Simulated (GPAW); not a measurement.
# CdS (Greenockite) (P6_3mc) in GPAW: further runs

The runs below take CdS (Greenockite) through second-harmonic response, G0W0 quasiparticle levels, optical spectrum, with PBE, LDA.

Program: GPAW 26.7.0. These are calculated values, not measurements. Logs are shortened: lines on timing, memory, paths and dates and some standing lists are left out, and cuts for length are marked. The log counts tension as positive stress, the text compression.

### Step 1. Starting point

Symmetry: P6_3mc, No. 186, hexagonal system. Conventional cell: a = 4.150 Å, b = 4.150 Å, c = 6.737 Å, α = 90.00°, β = 90.00°, γ = 120.00°. Cd (site symmetry 3m) is surrounded by 4 S at 2.53 to 2.54 Å. S (site symmetry 3m) has 4 Cd at 2.53 to 2.54 Å as nearest neighbours.

### Step 2. Second-harmonic response, PBE

Contents of run.py:

```python
import numpy as np
from ase.dft.bandgap import bandgap
from ase.io import write
from ase.spacegroup import crystal
from gpaw import GPAW, PW
from gpaw.nlopt.matrixel import make_nlodata
from gpaw.nlopt.shg import get_shg
from gpaw.nlopt.shift import get_shift

# Cd 2b
# S 2b
atoms = crystal(['Cd', 'S'],
                basis=[[0.6666666667, 0.3333333333, 0.5],
                       [0.6666666667, 0.3333333333, 0.875]],
                spacegroup=186, setting=1,  # P6_3mc
                cellpar=[4.15, 4.15, 6.737, 90.0, 90.0, 120.0],
                primitive_cell=True)

calc = GPAW(mode=PW(400),
            xc='PBE',
            kpts={'size': (6, 6, 3), 'gamma': True},
            occupations={'name': 'fermi-dirac', 'width': 0.001},
            setups={'S': 'v3'},
            nbands=-13,
            convergence={'density': 1e-06},
            maxiter=150,
            txt='gpaw.txt')
atoms.calc = calc
energy = atoms.get_potential_energy()
calc.write('gs.gpw')
write('result.traj', atoms)
print(f'Energy: {energy:.6f} eV')
print('Fermi level:', round(calc.get_fermi_level(), 4), 'eV')
print(f'Gap: {bandgap(calc)[0]:.4f} eV, direct: {bandgap(calc, direct=True)[0]:.4f} eV')

dense = calc.fixed_density(kpts={'size': (10, 10, 6), 'gamma': True},
                           nbands=44, convergence={'bands': 38},
                           symmetry={'point_group': False}, txt='dense.txt')
dense.write('dense.gpw', mode='all')

nlodata = make_nlodata('dense.gpw', nf=38)
freqs = np.linspace(0, 6, 121)
shg, shift = [freqs], [freqs]
for pol in ['xxz', 'zxx', 'zzz']:
    chi = get_shg(nlodata, freqs=freqs, eta=0.1, pol=pol, gauge='lg', out_name=f'shg_{pol}.npy')[1] * 1e12  # pm/V
    sigma = get_shift(nlodata, freqs=freqs, eta=0.1, pol=pol, out_name=f'shift_{pol}.npy')[1] * 1e6  # uA/V^2
    shg += [chi.real, chi.imag]
    shift += [sigma.real]
    print(f'chi(2) {pol} at zero frequency: {chi[0].real:.3f} pm/V')
np.savetxt('shg.dat', np.array(shg).T, fmt='%.3f')
np.savetxt('shift.dat', np.array(shift).T, fmt='%.3f')
```

Potentials or basis: GPAW PAW data sets (gpaw-data 1.2.1), newer versions, pw.

Command:

```sh
$ OMP_NUM_THREADS=1 python run.py
```

gpaw.txt:

```text
__  _  _
 | _ |_)|_||  |
 |__||  | ||/\| - 26.7.0

Input parameters:
  mode=PW(ecut=400.0),
  convergence={'density': 1e-06},
  kpts=MonkhorstPack(size=(6, 6, 3), gamma=True),
  maxiter=150,
  nbands=-13,
  occupations=Occupations(name='fermi-dirac', width=0.001),
  setups={'S': 'v3'},
  xc=XC(name='PBE')

Diagonalizing LCAO Hamiltonian
Converting LCAO to pw mode

            S

            Cd
        S

        Cd

Atoms  # Å, Bohr magnetons
|   | symbol |         x |        y |        z |    initial magnetic moments |
|---|--------|-----------|----------|----------|-----------------------------|
| 0 |     Cd |  2.075000 | 1.198002 | 3.368500 | ( 0.0000,  0.0000,  0.0000) |
| 1 |     Cd | -0.000000 | 2.396004 | 0.000000 | ( 0.0000,  0.0000,  0.0000) |
| 2 |      S |  2.075000 | 1.198002 | 5.894875 | ( 0.0000,  0.0000,  0.0000) |
| 3 |      S | -0.000000 | 2.396004 | 2.526375 | ( 0.0000,  0.0000,  0.0000) |

Unit cell  # Å
| periodic |         x |        y |        z |  lengths |     angles |
|----------|-----------|----------|----------|----------|------------|
|      yes |  4.150000 | 0.000000 | 0.000000 | 4.150000 |  90.000000 |
|      yes | -2.075000 | 3.594005 | 0.000000 | 4.150000 |  90.000000 |
|      yes |  0.000000 | 0.000000 | 6.737000 | 6.737000 | 120.000000 |

Number of symmetries: 6
Symmetry operations  # r_c * U_cc + t_c -> r_c
|   | kind |            matrix            |
|---|------|------------------------------|
| 0 |  σ   |  1, 1, 0,  0,-1, 0,  0, 0, 1 |
| 1 |  E   |  1, 0, 0,  0, 1, 0,  0, 0, 1 |
| 2 |  C3  |  0, 1, 0, -1,-1, 0,  0, 0, 1 |
| 3 |  σ   |  0,-1, 0, -1, 0, 0,  0, 0, 1 |
| 4 |  σ   | -1, 0, 0,  1, 1, 0,  0, 0, 1 |
| 5 |  C3  | -1,-1, 0,  1, 0, 0,  0, 0, 1 |

BZ-sampling:
  Number of BZ points: 108
  Number of IBZ points: 17

  Monkhorst-Pack size: [6, 6, 3]
  Monkhorst-Pack shift: [0.08333333333333333, 0.08333333333333333, 0.0]

K-points  # in reciprocal-cell coordinates
|     |                                coordinates |     weight |
|-----|--------------------------------------------|------------|
|   0 | (  0.00000000,   0.00000000,   0.00000000) | 0.00925926 |
|   1 | (  0.00000000,   0.00000000,   0.33333333) | 0.01851852 |
|   2 | (  0.16666667,   0.00000000,  -0.33333333) | 0.05555556 |
|   3 | (  0.16666667,   0.00000000,   0.00000000) | 0.05555556 |
|   4 | (  0.16666667,   0.00000000,   0.33333333) | 0.05555556 |
|   5 | (  0.33333333,  -0.16666667,   0.00000000) | 0.05555556 |
|   6 | (  0.33333333,  -0.16666667,   0.33333333) | 0.11111111 |
|   7 | (  0.33333333,   0.00000000,  -0.33333333) | 0.05555556 |
|   8 | (  0.33333333,   0.00000000,   0.00000000) | 0.05555556 |
|   9 | (  0.33333333,   0.00000000,   0.33333333) | 0.05555556 |
| ... |                                            |            |
|  16 | (  0.50000000,   0.50000000,   0.33333333) | 0.05555556 |

Plane wave coefficients: 1846
Cutoff: 400.0 eV

Spin-components: 1 (collinear spins)
Bands:           31
Projectors:      22
Spin-degeneracy: 2
Datatype:        complex128

Density:
  Valence electrons: 36.0
  Components: 1
  Grid points: [20 20 32]
  Charge: 0.0  # |e|

Potential:
  Grid points: [20 20 32]

species:
  Cd:
    name:    Cadmium
    Z:       48.0
    valence: 12
    core:    36
    charge:  0.0  # [|e|]
    compensation charges:
      type: gauss
      rc: 0.38  # [Å]
      lmax: 2
    cutoffs:
      filter: 2.12  # [Å]
      core: 2.62  # [Å]
    projectors
    | kind |    occ | energy [eV] | rcut [Å] |
    |------|--------|-------------|----------|
    |   5s |  2.000 |      -5.655 |    1.191 |
    |   5p |  0.000 |      -1.186 |    1.228 |
    |   4d | 10.000 |     -11.739 |    1.164 |
    |    s |        |      21.556 |    1.191 |
    |    p |        |      26.026 |    1.228 |
    |    d |        |      15.473 |    1.164 |

    Using partial waves for Cd as LCAO basis

  S:
    name:    Sulfur
    Z:       16.0
    valence: 6
    core:    10
    charge:  0.0  # [|e|]
    compensation charges:
      type: gauss
      rc: 0.26  # [Å]
      lmax: 2
    cutoffs:
      filter: 2.13  # [Å]
      core: 1.67  # [Å]
    projectors
    | kind |    occ | energy [eV] | rcut [Å] |
    |------|--------|-------------|----------|
    |   3s |  2.000 |     -17.256 |    1.217 |
    |   3p |  4.000 |      -7.009 |    0.953 |
    |    s |        |       9.955 |    1.217 |
    |    p |        |      20.203 |    0.953 |
    |    d |        |       0.000 |    0.847 |

    Using partial waves for S as LCAO basis

Reference energy: -326063.279002  # eV

eigensolver:
  PPCG
  Converge bands: occupied
  niter=2

density mixing:
  MSR1-Mixer
  Pratt-step length: 0.05
  Maximum mixing coefficient: 0.75
  Old densities: 10
  SVD Regularization: 0.005
  Good broyden scale: 1.0
  Trust region scale: 1.0
  Backstep threshold: 4.0
  History deletion threshold: 6.0
  Fourier metric: weight=20.0, sigma=0.015

occupation numbers:
  Fermi-Dirac:
    width: 0.0010  # eV

poisson solver:
  ecut: 3200.0  # eV

xc functional:
  name: PBE with 2 nearest neighbor stencil

convergence criteria:
- Maximum integral of absolute [dens]ity change: 1e-06 electrons / valence electron
- Maximum [total energy] change in last 3 cyles: 0.0005 eV / valence electron
- Maximum integral of absolute [eigenst]ate change: 4e-08 eV^2 / valence electron
maximum number of iterations: 150

SCF iterations
|iter     | |      energy | eigst |  dens |
|---------|-|-------------|-------|-------|
|iter:   1| |  -13.446008 | -0.51 |       |
|iter:   2| |  -13.221436 | -1.99 | -1.12 |
|iter:   3| |  -12.419959 | -1.38 | -1.16 |
|iter:   4| |  -12.415269 | -3.22 | -1.72 |
|iter:   5| |  -12.414211c| -3.69 | -2.15 |
|iter:   6| |  -12.414280c| -5.00 | -2.91 |
|iter:   7| |  -12.414291c| -6.16 | -3.50 |
|iter:   8| |  -12.414291c| -7.07 | -4.15 |
|iter:   9| |  -12.414291c| -7.69c| -4.79 |
|iter:  10| |  -12.414291c| -8.24c| -5.23 |
|iter:  11| |  -12.414291c| -8.73c| -5.50 |
|iter:  12| |  -12.414291c| -9.24c| -6.40c|

Converged in 12 steps
Energy contributions relative to reference atoms: (reference = -326063.279002)

Energy contributions:
  Kinetic:          38.356789
  Coulomb:         -34.696774
  Zero:              0.352825
  External:          0.000000
  Xc:              -16.427131
  Entropy:          -0.000000
  Spinorbit:         0.000000
  ----------------------------
  Free energy:     -12.414291
  Extrapolated:    -12.414291

dipole moment: (-0.000009, -0.000016, -18.955304)  # |e|*Ang

Fermi level: 3.587
Eigenvalues  # (at kpt = [0.000, 0.000, 0.000])
| band index |      eig [eV] | occ [0-2] |
|------------|---------------|-----------|
|          0 |        -8.872 |     2.000 |
|        ... |               |           |
|         10 |        -3.676 |     2.000 |
|         11 |        -3.341 |     2.000 |
|         12 |        -0.911 |     2.000 |
|         13 |         2.673 |     2.000 |
|         14 |         2.673 |     2.000 |
|         15 |         3.395 |     2.000 |
[... 8 lines left out ...]
|         24 |        10.967 |     0.000 |
|         25 |        11.103 |     0.000 |
|        ... |               |           |
|         30 |        14.963 |     0.000 |

Gap: 1.175 eV
Transition (v -> c):
  (s=0, k=0, n=17, [0.00, 0.00, 0.00]) -> (s=0, k=0, n=18, [0.00, 0.00, 0.00])
No difference between direct/indirect transitions
# Writing to gs.gpw (mode='')
```

Run time: 13 min. Hardware: 1 thread of Arm Neoverse V1, shared host; peak memory 0.81 GiB.

These settings aren't checked as converged: the numbers below hold their error.

What came out:

* Free energy: -12.4143 eV
* Band gap on the k mesh: 1.17 eV, direct

Caveat: independent particles: no local fields, no excitons, no shift of the gap; the long-wavelength limit can be off by several per cent where d states take part.

### Step 3. G0W0 quasiparticle levels, LDA (volume scaled by 1.04)

Contents of run.py:

```python
import json
import numpy as np
from ase.dft.bandgap import bandgap
from ase.io import write
from ase.spacegroup import crystal
from gpaw import GPAW, PW
from gpaw.response.g0w0 import G0W0

# Cd 2b
# S 2b
atoms = crystal(['Cd', 'S'],
                basis=[[0.6666666667, 0.3333333333, 0.5],
                       [0.6666666667, 0.3333333333, 0.875]],
                spacegroup=186, setting=1,  # P6_3mc
                cellpar=[4.20461153, 4.20461153, 6.8256549, 90.0, 90.0, 120.0],
                primitive_cell=True)

calc = GPAW(mode=PW(400),
            xc='LDA',
            kpts={'size': (3, 3, 2), 'gamma': True},
            occupations={'name': 'fermi-dirac', 'width': 0.001},
            nbands=31,
            convergence={'density': 1e-06},
            maxiter=150,
            txt='gpaw.txt')
atoms.calc = calc
energy = atoms.get_potential_energy()
calc.write('gs.gpw')
write('result.traj', atoms)
print(f'Energy: {energy:.6f} eV')
print('Fermi level:', round(calc.get_fermi_level(), 4), 'eV')
print(f'Gap: {bandgap(calc)[0]:.4f} eV, direct: {bandgap(calc, direct=True)[0]:.4f} eV')

calc.diagonalize_full_hamiltonian(nbands=439)
calc.write('full.gpw', mode='all')

ibz = calc.get_ibz_k_points()
gap, vbm, cbm = bandgap(calc, output=None)
gap, direct, _ = bandgap(calc, direct=True, output=None)
gamma = int(np.abs(ibz).sum(1).argmin())
kpts = sorted({gamma, vbm[1], cbm[1], direct[1]})
gw = G0W0(calc='full.gpw',
          filename='gw',
          ecut=150,
          ecut_extrapolation=True,
          relbands=(-3, 3),
          kpts=kpts,
          integrate_gamma='WS',
          ppa=True)
gw.calculate()
results = {mode: {key: np.asarray(r[key]).tolist() for key in ['f', 'eps', 'vxc', 'exx', 'sigma', 'Z', 'qp', 'sigma_eskn']}
           for mode, r in gw.all_results.items()}
json.dump({'kpts': ibz[kpts].tolist(), 'results': results}, open('gw.json', 'w'))
for mode, r in results.items():
    f, qp = np.array(r['f']), np.array(r['qp'])
    print(mode, 'quasiparticle energies (eV):')
    print(qp.round(3))
    print(mode, 'gap:', round(qp[f < 0.5].min() - qp[f > 0.5].max(), 4), 'eV')
```

Potentials or basis: the program's PAW data sets (release 1.2.1) made for this functional, pw.

Command:

```sh
$ OMP_NUM_THREADS=1 python run.py
```

gpaw.txt:

```text
__  _  _
 | _ |_)|_||  |
 |__||  | ||/\| - 26.7.0

Input parameters:
  mode=PW(ecut=400.0),
  convergence={'density': 1e-06},
  kpts=MonkhorstPack(size=(3, 3, 2), gamma=True),
  maxiter=150,
  nbands=31,
  occupations=Occupations(name='fermi-dirac', width=0.001),
  xc=XC(name='LDA')

Diagonalizing LCAO Hamiltonian
Converting LCAO to pw mode

            S

            Cd
        S

        Cd

Atoms  # Å, Bohr magnetons
|   | symbol |         x |        y |        z |    initial magnetic moments |
|---|--------|-----------|----------|----------|-----------------------------|
| 0 |     Cd |  2.102306 | 1.213767 | 3.412827 | ( 0.0000,  0.0000,  0.0000) |
| 1 |     Cd | -0.000000 | 2.427534 | 0.000000 | ( 0.0000,  0.0000,  0.0000) |
| 2 |      S |  2.102306 | 1.213767 | 5.972448 | ( 0.0000,  0.0000,  0.0000) |
[... 146 lines left out ...]
|iter:   4| |  -14.685393 | -3.41 | -1.72 |
|iter:   5| |  -14.682139 | -3.69 | -2.19 |
|iter:   6| |  -14.682131c| -5.22 | -2.96 |
|iter:   7| |  -14.682135c| -6.39 | -3.54 |
|iter:   8| |  -14.682134c| -7.18 | -4.20 |
|iter:   9| |  -14.682134c| -7.95c| -4.94 |
|iter:  10| |  -14.682134c| -8.42c| -5.39 |
|iter:  11| |  -14.682134c| -8.90c| -5.67 |
|iter:  12| |  -14.682134c| -9.36c| -6.49c|

Converged in 12 steps
Energy contributions relative to reference atoms: (reference = -325721.101191)

Energy contributions:
  Kinetic:          24.101598
  Coulomb:         -22.445328
  Zero:              0.389009
  External:          0.000000
  Xc:              -16.727412
  Entropy:          -0.000000
  Spinorbit:         0.000000
  ----------------------------
  Free energy:     -14.682134
  Extrapolated:    -14.682134

dipole moment: (-0.000010, -0.000017, -19.415181)  # |e|*Ang

Fermi level: 2.864
Eigenvalues  # (at kpt = [0.000, 0.000, 0.000])
| band index |      eig [eV] | occ [0-2] |
|------------|---------------|-----------|
|          0 |        -9.258 |     2.000 |
|        ... |               |           |
|         10 |        -4.293 |     2.000 |
|         11 |        -3.982 |     2.000 |
|         12 |        -1.433 |     2.000 |
|         13 |         2.096 |     2.000 |
|         14 |         2.096 |     2.000 |
|         15 |         2.777 |     2.000 |
[... 8 lines left out ...]
|         24 |        10.119 |     0.000 |
|         25 |        10.119 |     0.000 |
|        ... |               |           |
|         30 |        14.188 |     0.000 |

Gap: 0.770 eV
Transition (v -> c):
  (s=0, k=0, n=17, [0.00, 0.00, 0.00]) -> (s=0, k=0, n=18, [0.00, 0.00, 0.00])
No difference between direct/indirect transitions
# Writing to gs.gpw (mode='')

Matrix size: 1908x1908
# Writing to full.gpw (mode='all')
```

It took 11 min on 1 thread of Arm Neoverse V1, shared host; peak memory 0.58 GiB.

These settings aren't checked as converged: the numbers below hold their error.

What came out:

```yaml
Free_energy: -14.6821 eV
Band_gap_on_the_k_mesh_mean-field_level: 0.77 eV, direct
Quasiparticle_gap: 1.77 eV
Least_direct_quasiparticle_gap: 1.77 eV
```

Caveat: the k mesh is coarse (spacing up to 0.58 Å⁻¹), so the values aren't converged; the quasiparticle gap is taken among the few k points that were corrected; the long-wavelength limit can be off by several per cent where d states take part.

(Continued in part 2 of 3.)
